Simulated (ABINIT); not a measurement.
# Ga (Cmcm) in ABINIT: reference runs

How does Ga come out in PBE? The cell is run as given and disturbed.

Everything below comes from runs of ABINIT 10.8.3 (patched build). Logs are shortened: lines on timing, memory, paths and dates and some standing lists are left out, and cuts for length are marked. The log counts tension as positive stress, the text compression.

## 1. The crystal as given

The structure is orthorhombic, space group Cmcm (No. 63). The conventional cell has a = 2.900 Å, b = 8.130 Å, c = 3.170 Å, α = 90.00°, β = 90.00°, γ = 90.00°. Ga (site symmetry m2m) has 8 Ga at 2.68 to 2.90 Å as nearest neighbours.

This isn't the form of Ga at room conditions, which is orthorhombic.

## 2. Single point, PBE

Input file run.abi:

```
# Pseudopotentials
pp_dirpath "./"
pseudos "Ga.GGA_PBE-JTH.xml"

# Structure
structure "poscar:POSCAR"
natom 2
chkprim 0
chksymtnons 0
tolsym 1.0e-6

# Plane-wave basis
ecut 17.0
pawecutdg 34.0

# k points
kptopt 1
ngkpt 10 10 8
nshiftk 1
shiftk 0.0 0.0 0.0

# Exchange and correlation
ixc 11

# Bands and occupations
nband 17
occopt 3
tsmear 0.00183747

# SCF cycle
nstep 100
tolvrs 1.0e-9

# Output
iomode 3
prtwf 0
prtden 0
prteig 0
prtebands 0
```

Input file POSCAR:

```
Ga
1.0
    1.4500000000     -4.0650000000      0.0000000000
    1.4500000000      4.0650000000      0.0000000000
    0.0000000000      0.0000000000      3.1700000000
Ga
2
Direct
    0.1330000000      0.8670000000      0.7500000000  Ga
    0.8670000000      0.1330000000      0.2500000000  Ga
```

Potentials or basis: JTH PAW PBE v2.0.

On the command line:

```
$ abinit run.abi > log 2>&1
```

run.abo:

```text
.Version 10.8.3 of ABINIT
 Symmetries : space group Cm c m (# 63); Bravais oC (1-face-center ortho.)
================================================================================
 Values of the parameters that define the memory need of the present run
     intxc =       0    ionmov =       0      iscf =      17    lmnmax =      18
     lnmax =       6     mgfft =      32  mpssoang =       3    mqgrid =    3001
     natom =       2  nloc_mem =       2    nspden =       1   nspinor =       1
    nsppol =       1      nsym =       8    n1xccc =       1    ntypat =       1
    occopt =       3   xclevel =       2
       mpw =         863          nfft =       24576          nkpt =         155
 PAW method is used; the additional fine FFT grid is defined by:
   mgfftf=        45    nfftf =     64800
================================================================================
================================================================================

--------------------------------------------------------------------------------
------------- Echo of variables that govern the present computation ------------
--------------------------------------------------------------------------------
 -outvars: echo values of preprocessed input variables --------
            acell      1.0000000000E+00  1.0000000000E+00  1.0000000000E+00 Bohr
              amu      6.97230000E+01
          chkprim           0
      chksymtnons           0
             ecut      1.70000000E+01 Hartree
                       outvar_i_n : Printing only first  50 k-points.
              ixc          11
                       outvar_i_n : Printing only first  50 k-points.
         kptrlatt       10    0    0      0   10    0      0    0    8
          kptrlen      4.79234546E+01
            natom           2
            nband          17
            ngfft          32      32      24
          ngfftdg          45      45      32
             nkpt         155
            nstep         100
             nsym           8
           ntypat           1
                       prtocc : prtvol=0, do not print more k-points.
           occopt           3
        pawecutdg      3.40000000E+01 Hartree
         pawxcdev           0
           prtden           0
        prtebands           0
           prteig           0
            prtwf           0
            rprim      2.7401028826E+00 -7.6817367018E+00  0.0000000000E+00
                       2.7401028826E+00  7.6817367018E+00  0.0000000000E+00
                       0.0000000000E+00  0.0000000000E+00  5.9904318191E+00
          spgroup          63
           tolsym      1.00000000E-06
           tolvrs      1.00000000E-09
           tsmear      1.83747000E-03 Hartree
            typat      1  1
           useylm           1
                       outvars : Printing only first  50 k-points.
           xangst      1.4500000000E+00  2.9837100000E+00  2.3775000000E+00
                       1.4500000000E+00 -2.9837100000E+00  7.9250000000E-01
            xcart      2.7401028826E+00  5.6383947391E+00  4.4928238643E+00
                       2.7401028826E+00 -5.6383947391E+00  1.4976079548E+00
             xred      1.3300000000E-01  8.6700000000E-01  7.5000000000E-01
                       8.6700000000E-01  1.3300000000E-01  2.5000000000E-01
            znucl       31.00000

================================================================================

 chkinp: Checking input parameters for consistency.

================================================================================
== DATASET  1 ==================================================================

--- !DatasetInfo
iteration_state: {dtset: 1, }
dimensions: {natom: 2, nkpt: 155, mband: 17, nsppol: 1, nspinor: 1, nspden: 1, mpw: 863, }
cutoff_energies: {ecut:  17.0, pawecutdg:  34.0, }
electrons: {nelect:   2.60000000E+01, charge:   0.00000000E+00, occopt:   3.00000000E+00, tsmear:   1.83747000E-03, }
meta: {optdriver: 0, ionmov: 0, optcell: 0, iscf: 17, paral_kgb: 0, }
...

 Exchange-correlation functional for the present dataset will be:
  GGA: Perdew-Burke-Ernzerhof functional - ixc=11
  J.P.Perdew, K.Burke, M.Ernzerhof, PRL 77, 3865 (1996)

 Real(R)+Recip(G) space primitive vectors, cartesian coordinates (Bohr,Bohr^-1):
 R(1)=  2.7401029 -7.6817367  0.0000000  G(1)=  0.1824749 -0.0650894  0.0000000
 R(2)=  2.7401029  7.6817367  0.0000000  G(2)=  0.1824749  0.0650894  0.0000000
 R(3)=  0.0000000  0.0000000  5.9904318  G(3)=  0.0000000  0.0000000  0.1669329
 Unit cell volume ucvol=  2.5218219E+02 bohr^3
 Angles (23,13,12)=  9.00000000E+01  9.00000000E+01  1.40737003E+02 degrees

 Coarse grid specifications (used for wave-functions):

 getcut: wavevector=  0.0000  0.0000  0.0000  ngfft=  32  32  24
         ecut(hartree)=     17.000   => boxcut(ratio)=   2.11549

 Fine grid specifications (used for densities):

 getcut: wavevector=  0.0000  0.0000  0.0000  ngfft=  45  45  32
         ecut(hartree)=     34.000   => boxcut(ratio)=   2.03511

--- Pseudopotential description ------------------------------------------------
- pspini: atom type   1  psp file is ./Ga.GGA_PBE-JTH.xml
 Pseudopotential format is: paw10
 basis_size (lnmax)=  6 (lmn_size= 18), orbitals=   0   0   1   1   2   2
 Spheres core radius: rc_sph= 2.10359248
 Shapefunction is BESSEL type: shapef(r,l)=aa(1,l)*jl(q(1,l)*r)+aa(2,l)*jl(q(2,l)*r)
 Radius for shape functions =  1.80829011
 Compensation charge density is not taken into account in XC energy/potential

   1.22813827E+03                                ecore*ucvol(ha*bohr**3)
--------------------------------------------------------------------------------

[... 7 lines left out ...]

     iter   Etot(hartree)      deltaE(h)  residm     nres2
 ETOT  1  -157.98820149409    -1.580E+02 6.141E-01 7.870E-01
 ETOT  2  -158.15350463779    -1.653E-01 7.813E-03 4.928E-02
 ETOT  3  -158.15333654375     1.681E-04 6.032E-03 5.747E-03
 ETOT  4  -158.15335366924    -1.713E-05 6.028E-04 5.689E-04
 ETOT  5  -158.15335503912    -1.370E-06 3.431E-04 5.175E-05
 ETOT  6  -158.15335490631     1.328E-07 5.404E-05 2.568E-06
 ETOT  7  -158.15335490900    -2.691E-09 1.123E-04 7.380E-08
 ETOT  8  -158.15335490933    -3.236E-10 2.568E-05 8.864E-09
 ETOT  9  -158.15335490926     6.941E-11 7.347E-05 3.171E-10

 At SCF step    9       nres2   =  3.17E-10 < tolvrs=  1.00E-09 =>converged.

 Cartesian components of stress tensor (hartree/bohr^3)
  sigma(1 1)=  1.93068940E-05  sigma(3 2)=  0.00000000E+00
  sigma(2 2)= -5.98060253E-05  sigma(3 1)=  0.00000000E+00
  sigma(3 3)= -8.50577419E-05  sigma(2 1)=  0.00000000E+00

--- !ResultsGS
iteration_state: {dtset: 1, }
comment   : Summary of ground state results
lattice_vectors:
- [  2.7401029,  -7.6817367,   0.0000000, ]
- [  2.7401029,   7.6817367,   0.0000000, ]
- [  0.0000000,   0.0000000,   5.9904318, ]
lattice_lengths: [   8.15581,    8.15581,    5.99043, ]
lattice_angles: [ 90.000,  90.000, 140.737, ] # degrees, (23, 13, 12)
lattice_volume:   2.5218219E+02
convergence: {deltae:  6.941E-11, res2:  3.171E-10, residm:  7.347E-05, diffor: null, }
etotal    :  -1.58153355E+02
entropy   :   0.00000000E+00
fermie    :   2.09072560E-01
cartesian_stress_tensor: # hartree/bohr^3
- [  1.93068940E-05,   0.00000000E+00,   0.00000000E+00, ]
- [  0.00000000E+00,  -5.98060253E-05,   0.00000000E+00, ]
- [  0.00000000E+00,   0.00000000E+00,  -8.50577419E-05, ]
pressure_GPa:   1.2313E+00
xred      :
- [  1.3300E-01,   8.6700E-01,   7.5000E-01, Ga]
- [  8.6700E-01,   1.3300E-01,   2.5000E-01, Ga]
cartesian_forces: # hartree/bohr
- [ -2.14415899E-19,  -4.13720866E-03,  -4.04541905E-28, ]
- [  2.14415899E-19,   4.13720866E-03,   4.04541905E-28, ]
force_length_stats: {min:   4.13720866E-03, max:   4.13720866E-03, mean:   4.13720866E-03, }
...

 Integrated electronic density in atomic spheres:
 ------------------------------------------------
 Atom  Sphere_radius  Integrated_density
    1        2.10359         11.00798733
    2        2.10359         11.00798733

================================================================================

 ----iterations are completed or convergence reached----

 Mean square residual over all n,k,spin=   78.224E-09; max=  73.472E-06
 reduced coordinates (array xred) for    2 atoms
       0.133000000000      0.867000000000      0.750000000000
       0.867000000000      0.133000000000      0.250000000000
 rms dE/dt=  2.5949E-02; max dE/dt=  3.1781E-02; dE/dt below (all hartree)
    1      -0.031780947569      0.031780947569      0.000000000000
    2       0.031780947569     -0.031780947569     -0.000000000000

 cartesian coordinates (angstrom) at end:
    1      1.45000000000000     2.98371000000000     2.37750000000000
    2      1.45000000000000    -2.98371000000000     0.79250000000000

 cartesian forces (hartree/bohr) at end:
    1     -0.00000000000000    -0.00413720865515    -0.00000000000000
    2      0.00000000000000     0.00413720865515     0.00000000000000
 frms,max,avg= 2.3886185E-03 4.1372087E-03   0.000E+00  0.000E+00  0.000E+00 h/b

 cartesian forces (eV/Angstrom) at end:
    1     -0.00000000000000    -0.21274382277311    -0.00000000000000
    2      0.00000000000000     0.21274382277311     0.00000000000000
 frms,max,avg= 1.2282770E-01 2.1274382E-01   0.000E+00  0.000E+00  0.000E+00 e/A
 length scales=  1.000000000000  1.000000000000  1.000000000000 bohr
              =  0.529177210544  0.529177210544  0.529177210544 angstroms
 Fermi (or HOMO) energy (hartree) =   0.20907   Average Vxc (hartree)=  -0.36464
 Eigenvalues (hartree) for nkpt= 155  k points:
 kpt#   1, nband= 17, wtk=  0.00125, kpt=  0.0000  0.0000  0.0000 (reduced coord)
  -0.34723   -0.34628   -0.34383   -0.34330   -0.33632   -0.33575   -0.33464   -0.33413
  -0.33400   -0.32812   -0.20237    0.12728    0.15280    0.31708    0.45207    0.49838
   0.53257
      occupation numbers for kpt#   1
   2.00000    2.00000    2.00000    2.00000    2.00000    2.00000    2.00000    2.00000
   2.00000    2.00000    2.00000    2.00000    2.00000    0.00000    0.00000    0.00000
   0.00000
 prteigrs : prtvol=0 or 1, do not print more k-points.

--- !EnergyTerms
iteration_state     : {dtset: 1, }
comment             : Components of total free energy in Hartree
kinetic             :  9.77524031947428E+00
hartree             :  4.33349231754891E+01
xc                  : -3.21830570495816E+00
Ewald energy        : -9.63907044621168E+01
psp_core            :  4.87004364914713E+00
local_psp           : -1.16312359006017E+02
PAW spherical_terms : -2.12086276844790E-01
internal            : -1.58153248305826E+02
'-kT*entropy'       : -1.10158719357630E-04
total_energy        : -1.58153358464546E+02
total_energy_eV     : -4.30357212327784E+03
...

--- !EnergyTermsDC
iteration_state     : {dtset: 1, }
comment             : '"Double-counting" decomposition of free energy'
band_energy         : -6.51074607573650E+00
Ewald energy        : -9.63907044621168E+01
psp_core            :  4.87004364914713E+00
xc_dc               : -4.24814275881018E+01
PAW spherical_terms : -1.76404102737288E+01
internal            : -1.58153244750537E+02
'-kT*entropy'       : -1.10158719357630E-04
total_energy_dc     : -1.58153354909256E+02
total_energy_dc_eV  : -4.30357202653349E+03
...

--- !EnergyTermsWithPAWCore
iteration_state     : {dtset: 1, }
comment             : 'Components of total free energy, including PAW core contributions'
Total energy        : -3.88808605187598E+03
Total energy DC     : -3.88808604832069E+03
Total energy (eV)   : -1.05800211315209E+05
Total energy DC (eV): -1.05800211218464E+05
...

 Cartesian components of stress tensor (hartree/bohr^3)
  sigma(1 1)=  1.93068940E-05  sigma(3 2)=  0.00000000E+00
  sigma(2 2)= -5.98060253E-05  sigma(3 1)=  0.00000000E+00
  sigma(3 3)= -8.50577419E-05  sigma(2 1)=  0.00000000E+00

-Cartesian components of stress tensor (GPa)         [Pressure=  1.2313E+00 GPa]
- sigma(1 1)=  5.68028433E-01  sigma(3 2)=  0.00000000E+00
- sigma(2 2)= -1.75955401E+00  sigma(3 1)=  0.00000000E+00
- sigma(3 3)= -2.50248516E+00  sigma(2 1)=  0.00000000E+00

== END DATASET(S) ==============================================================
================================================================================

 -outvars: echo values of variables after computation  --------
            acell      1.0000000000E+00  1.0000000000E+00  1.0000000000E+00 Bohr
           etotal     -1.5815335491E+02
            fcart     -2.1441589923E-19 -4.1372086552E-03 -4.0454190516E-28
                       2.1441589923E-19  4.1372086552E-03  4.0454190516E-28
            rprim      2.7401028826E+00 -7.6817367018E+00  0.0000000000E+00
                       2.7401028826E+00  7.6817367018E+00  0.0000000000E+00
                       0.0000000000E+00  0.0000000000E+00  5.9904318191E+00
           strten      1.9306894028E-05 -5.9806025269E-05 -8.5057741890E-05
                       0.0000000000E+00  0.0000000000E+00  0.0000000000E+00
           xangst      1.4500000000E+00  2.9837100000E+00  2.3775000000E+00
                       1.4500000000E+00 -2.9837100000E+00  7.9250000000E-01
             xred      1.3300000000E-01  8.6700000000E-01  7.5000000000E-01
                       8.6700000000E-01  1.3300000000E-01  2.5000000000E-01
 Calculation completed.
```

It took 52 s on 1 thread of Arm Neoverse V2, shared host; peak memory 0.16 GiB.

Results:

```yaml
Free_energy: -4303.5720 eV
Pressure: 1.2 GPa
Largest_force: 0.213 eV/Å
Band_gap_on_the_k_mesh: none (metal or under the smearing width)
Valence_electrons_inside_the_program's_atomic_spheres: Ga 11.01 (radii [1.1132] Å)
```

Forces on the atoms (eV/Å):
```
Ga   0.000 -0.213  0.000
Ga   0.000  0.213  0.000
```

## 3. Single point, PBE (atoms moved at random, drawn with an rms of 0.05 Å)

run.abi: that of step 2 with these lines changed.

```diff
@@ -5,4 +5,14 @@
 # Structure
-structure "poscar:POSCAR"
+acell 3*1.0
+rprim
+     2.7401028807    -7.6817366966     0.0000000000
+     2.7401028807     7.6817366966     0.0000000000
+     0.0000000000     0.0000000000     5.9904318151
+ntypat 1
+znucl 31
 natom 2
+typat 1 1
+xcart
+     2.8120881235     5.6919287583     4.5057691845
+     2.7653858100    -5.5066759962     1.5693553556
 chkprim 0
```

Potentials or basis: JTH PAW PBE v2.0.

On the command line:

```
$ abinit run.abi > log 2>&1
```

Wall time 2.4 min (1 thread of Arm Neoverse V2, shared host); peak memory 0.27 GiB.

It converged, with:

* Free energy: -4303.5757 eV
* Pressure: 1.2 GPa
* Largest force: 0.058 eV/Å
* Band gap on the k mesh: none (metal or under the smearing width)
* Valence electrons inside the program's atomic spheres: Ga 11.00 (radii [1.1132] Å)

Forces on the atoms (eV/Å):
```
Ga  -0.010 -0.013  0.056
Ga   0.010  0.013 -0.056
```

Stress tensor (GPa, compression positive):
```
-0.01 -0.07 -0.01
-0.07  1.44  0.00
-0.01  0.00  2.27
```

Levels at points of the mesh, in eV from the Fermi level:
| k point | band 10 | band 11 | band 12 | band 13 | band 14 | band 15 | band 16 | band 17 |
| --- | --- | --- | --- | --- | --- | --- | --- | --- |
| (0.00, 0.00, 0.00) | -14.62 | -11.21 | -2.19 | -1.53 | 2.93 | 6.59 | 7.73 | 8.94 |
| (0.50, 0.00, 0.00) | -14.68 | -6.60 | -5.47 | -1.73 | -0.30 | 6.67 | 6.88 | 8.76 |
| (0.00, 0.50, 0.00) | -14.67 | -6.64 | -5.40 | -1.77 | -0.31 | 6.60 | 6.80 | 8.88 |
| (0.50, 0.50, 0.00) | -14.69 | -9.29 | -8.40 | 5.03 | 5.82 | 6.05 | 7.15 | 7.21 |
| (0.00, 0.00, 0.50) | -14.70 | -7.44 | -7.30 | 1.77 | 1.93 | 2.63 | 2.64 | 10.34 |
| (0.50, 0.00, 0.50) | -14.67 | -3.01 | -2.89 | -1.72 | -1.57 | 1.88 | 1.99 | 4.31 |
| (0.00, 0.50, 0.50) | -14.67 | -3.06 | -2.93 | -1.65 | -1.50 | 1.92 | 2.04 | 4.20 |
| (0.50, 0.50, 0.50) | -14.75 | -5.65 | -5.56 | -4.16 | -4.08 | 9.52 | 9.71 | 11.48 |
